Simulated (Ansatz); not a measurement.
# ZnSe: band gap under strain

Aim: follow the gap of ZnSe in the zincblende structure through these states: +2.0 % biaxial strain in the (111) plane, free along [111]; +3.0 % biaxial strain in the (111) plane, free along [111]; +4.0 % biaxial strain in the (111) plane, free along [111]. The table at the end shows which levels were run.

Program: Ansatz 0.2.0. PAW datasets, plane waves. No spin polarisation and no zero-point or thermal motion.

## Step 1: The cell

The unstrained cell was relaxed with r2SCAN; in each strained cell the atoms were relaxed again with r2SCAN. Names of k-points are those of the unstrained zone, where strain can split equivalent points. First state: +2.0 % biaxial strain in the (111) plane, free along [111].

Space group R3m (No. 160), trigonal; conventional cell a = 4.086 Å, c = 9.696 Å, 23.36 Å³ an atom. Around Zn lie 4 Se at 2.46–2.48 Å; around Se lie 4 Zn at 2.46–2.48 Å.

As a file:

```cif
data_structure
_symmetry_space_group_name_H-M 'P 1'
_symmetry_Int_Tables_number 1
_cell_length_a 4.0013
_cell_length_b 4.0013
_cell_length_c 4.0013
_cell_angle_alpha 61.401
_cell_angle_beta 61.401
_cell_angle_gamma 61.401
_cell_volume 46.73
loop_
_atom_site_label
_atom_site_type_symbol
_atom_site_fract_x
_atom_site_fract_y
_atom_site_fract_z
_atom_site_occupancy
Zn1 Zn 0.99829 0.99829 0.99829 1
Se1 Se 0.25171 0.25171 0.25171 1
```

From earlier runs on the unstrained cell: PBE 1.29 eV, r2SCAN 1.87 eV, HSE06 2.42 eV, r2SCAN+SOC 1.75 eV, G0W0 2.27 eV (on its mesh); a = 5.665 Å.

## Step 2: +2.0 % biaxial strain in the (111) plane, free along [111]: PBE

Input file input.yaml:

```yaml
crystal:
  lattice:
    - [-0.0600269169, 2.8290421812, 2.8290421812]
    - [2.8290421812, -0.0600269169, 2.8290421812]
    - [2.8290421812, 2.8290421812, -0.0600269169]
  atoms:
    - { symbol: Zn, position: [-0.0017115111, -0.0017115111, -0.0017115111] }
    - { symbol: Se, position: [0.2517115111, 0.2517115111, 0.2517115111] }
kpoints:
  mp_grid: { grid: [8, 8, 8] }
  band_path:
    path:
      - [0.0, 0.0, 0.0]
      - [-0.5, -0.5, 0.0]
      - [-0.375, -0.375, 0.25]
      - [-0.375, 0.0, 0.375]
      - [0.0, 0.0, 0.5]
      - [-0.5, -0.25, 0.25]
    npoints: 1
hamiltonian:
  xc: pbe
scf:
  occupations: { method: fermi_dirac, width: 0.02 }
  n_extra_bands: 4
output:
  forces: true
  stress: true
  eigenvalues: true
```

Started as:

```bash
$ ansatz run input.yaml --threads 2 --pin off --max-ram 20275MiB --backend cpu --events-out ev --progress --plain --runs-dir out
```

The runs that follow: +2.0 % biaxial strain in the (111) plane, free along [111]: r2SCAN; +2.0 % biaxial strain in the (111) plane, free along [111]: HSE06; +2.0 % biaxial strain in the (111) plane, free along [111]: r2SCAN+SOC; +2.0 % biaxial strain in the (111) plane, free along [111]: r2SCAN; +2.0 % biaxial strain in the (111) plane, free along [111]: G0W0@PBE; +3.0 % biaxial strain in the (111) plane, free along [111]: PBE; +3.0 % biaxial strain in the (111) plane, free along [111]: r2SCAN; +3.0 % biaxial strain in the (111) plane, free along [111]: HSE06; +3.0 % biaxial strain in the (111) plane, free along [111]: r2SCAN+SOC; +3.0 % biaxial strain in the (111) plane, free along [111]: r2SCAN; +3.0 % biaxial strain in the (111) plane, free along [111]: G0W0@PBE; +4.0 % biaxial strain in the (111) plane, free along [111]: PBE; +4.0 % biaxial strain in the (111) plane, free along [111]: r2SCAN; +4.0 % biaxial strain in the (111) plane, free along [111]: HSE06; +4.0 % biaxial strain in the (111) plane, free along [111]: r2SCAN+SOC; +4.0 % biaxial strain in the (111) plane, free along [111]: r2SCAN; +4.0 % biaxial strain in the (111) plane, free along [111]: G0W0@PBE.

**Question.** What will these runs give?

The runs gave:

Least gap in eV (negative: overlap), with the change from the unstrained cell in brackets. G0W0 is on its own coarse mesh.

```
                                                     state  volume change (%)           PBE        r2SCAN         HSE06          G0W0
+2.0 % biaxial strain in the (111) plane, free along [111]               +2.8  1.07 (-0.22)  1.63 (-0.24)  2.17 (-0.25)  1.99 (-0.28)
+3.0 % biaxial strain in the (111) plane, free along [111]               +4.2  0.98 (-0.31)  1.52 (-0.35)  2.06 (-0.36)  1.85 (-0.42)
+4.0 % biaxial strain in the (111) plane, free along [111]               +5.6  0.90 (-0.39)  1.42 (-0.45)  1.95 (-0.47)  1.72 (-0.55)
```

In words: The largest move of the HSE06 gap in the table is -0.470 eV, under +4.0 % biaxial strain in the (111) plane, free along [111]. PBE and HSE06 differ by 1.13 eV on the unstrained gap, and by at most 0.07 eV on its change: PBE follows the response to strain far better than the gap itself. G0W0 values are finite-basis, finite-mesh values.
